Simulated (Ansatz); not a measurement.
## Relaxing Sn8O17

The calculation used DFT PBE, scalar-relativistic, plane waves, PAW (Ansatz). Run with 420 eV cutoff, 3×3×3 k-mesh, Gaussian smearing of 0.01 eV, collinear spin.

What was changed: O interstitial, charge -1, atoms relaxed at the host's cell.

The starting moments were lost, and the run ended without a moment.

In a supercell of 25 atoms the defect feels its periodic images, and the cell reads as a metal on the mesh, so a level in the gap can't be told from a carrier in the bands.

Command:

```bash
ansatz run input.yaml --threads 4 --pin off --max-ram 10240MiB --backend cpu --events-out ev --progress --plain --runs-dir out
```

Input:

```yaml
crystal:
  lattice:
    - [-4.8271903414, -4.8271903414, 0.0]
    - [4.8271903414, -4.8271903414, 0.0]
    - [0.0, 4.8271903414, 6.4763045005]
  atoms:
    - { symbol: Sn, position: [0.1127772478, 0.6046359913, 0.2449413662] }
    - { symbol: Sn, position: [0.3550755572, 0.8771529086, 0.7442242566] }
    - { symbol: Sn, position: [0.6127483559, 0.1197267992, 0.2449942359] }
    - { symbol: Sn, position: [0.8706214895, 0.3778735875, 0.7457035087] }
    - { symbol: Sn, position: [-0.025919591, 0.0034085042, -0.0213026402] }
    - { symbol: Sn, position: [0.2515566501, 0.2698107448, 0.5112363438] }
    - { symbol: Sn, position: [0.493392129, 0.4940568536, -0.0007434567] }
    - { symbol: Sn, position: [0.7321654933, 0.7396770578, 0.4905897257] }
    - { symbol: O, position: [0.1125811934, 0.3024805444, 0.2449034942] }
    - { symbol: O, position: [0.3677021461, 0.577145989, 0.7598664194] }
    - { symbol: O, position: [0.6099089505, 0.8087691538, 0.2431838387], spin: 0.2 }
    - { symbol: O, position: [0.8575620699, 0.0621766795, 0.730009999] }
    - { symbol: O, position: [0.2353736699, 0.9481772678, 0.3200361852], spin: 0.2 }
    - { symbol: O, position: [0.3554119781, 0.1830871966, 0.7479136433] }
    - { symbol: O, position: [0.6129751389, 0.4256129194, 0.244908173] }
    - { symbol: O, position: [0.8703976642, 0.680168876, 0.741987073] }
    - { symbol: O, position: [0.1841950506, 0.4942916566, -0.0002098587] }
    - { symbol: O, position: [0.432619044, 0.7168410013, 0.5007118958] }
    - { symbol: O, position: [0.6668477526, 0.0091998936, -0.0173090972], spin: 0.2 }
    - { symbol: O, position: [0.9369128472, 0.2477057056, 0.4929926656] }
    - { symbol: O, position: [0.7941408196, 0.460386305, -0.0082343256], spin: 0.2 }
    - { symbol: O, position: [0.0414561851, 0.7396868353, 0.4901436014] }
    - { symbol: O, position: [0.28872768, -0.0001220865, -0.0030957397] }
    - { symbol: O, position: [0.5566764264, 0.2676129687, 0.5027487557] }
    - { symbol: O, position: [0.9970847909, 0.8735429954, 0.1732121649], spin: 0.2 }
  host:
    lattice:
      - [4.8271903414, 0.0, 0.0]
      - [0.0, 4.8271903414, 0.0]
      - [0.0, 0.0, 3.2381522502]
    atoms:
      - { symbol: Sn, position: [0.5, 0.5, 0.5] }
      - { symbol: Sn, position: [0.0, 0.0, 0.0] }
      - { symbol: O, position: [0.1934234768, 0.8065765232, 0.5] }
      - { symbol: O, position: [0.8065765232, 0.1934234768, 0.5] }
      - { symbol: O, position: [0.3065765232, 0.3065765232, 0.0] }
      - { symbol: O, position: [0.6934234768, 0.6934234768, 0.0] }
total_charge: -1
basis:
  ecutwfc: 420
  xc_grid: 2
kpoints:
  mp_grid: { grid: [3, 3, 3], shift: [0.0, 0.0, 0.0] }
hamiltonian:
  xc: pbe
scf:
  occupations: { method: gaussian, width: 0.01 }
output:
  forces: true
  stress: false
  eigenvalues: true
  populations: true
  charged_corrections:
    defect_position: [0.8125, 0.8125, 0.125]
    epsilon: [[14.0248, 0.0, 0.0], [0.0, 14.0248, 0.0], [0.0, 0.0, 10.8937]]
  write_density: true
  write_potential: true
  elf: true
  volumetric_format: npy
magnetization:
  spin_polarized: true
relax:
  adjacent_minimum: "off"
  f_tol: 0.025
  max_steps: 45
```

F is the free energy.

Steps:

```
step F − F(1) (eV) largest force component (eV/Å)
   1         0.0000                           0.530
   2        -0.0390                           0.273
   3        -0.0309                           0.451
   4        -0.0479                           0.032
   5        -0.0481                           0.014
```

Relaxed structure:

```xyz
25
Lattice="-4.8272 -4.8272 0.0000 4.8272 -4.8272 0.0000 0.0000 4.8272 6.4763" Properties=species:S:1:pos:R:3 pbc="T T T"
Sn    2.3746   -2.2810    1.5860
Sn    2.5189   -2.3508    4.8192
Sn   -2.3848   -2.3477    1.5865
Sn   -2.3856   -2.4273    4.8298
Sn    0.1450    0.0062   -0.1371
Sn    0.0872   -0.0527    3.3094
Sn   -0.0022   -4.7682   -0.0046
Sn    0.0329   -4.7322    3.1776
O     0.9179   -0.8255    1.5859
O     1.0142   -0.8956    4.9268
O     0.9684   -5.7052    1.5864
O    -3.8384   -0.9207    4.7218
O     3.4268   -4.1839    2.0422
O    -0.8357    1.0175    4.8362
O    -0.9138   -3.8220    1.5864
O    -0.9248   -3.8977    4.8128
O     1.4886   -3.2812   -0.0002
O     1.3685   -3.1357    3.2459
O    -3.1881   -3.3446   -0.0885
O    -3.3305   -3.3467    3.1943
O    -1.5983   -6.1039   -0.0742
O     3.3735   -1.3966    3.1735
O    -1.3874   -1.4044   -0.0223
O    -1.3887   -1.5488    3.2622
O    -0.5579   -8.1618    1.1299
```

The run converged. It took 98 s on 4 threads of AMD EPYC 9R45 96-Core Processor (Zen 5) (shared host), peak memory 1.6 GiB.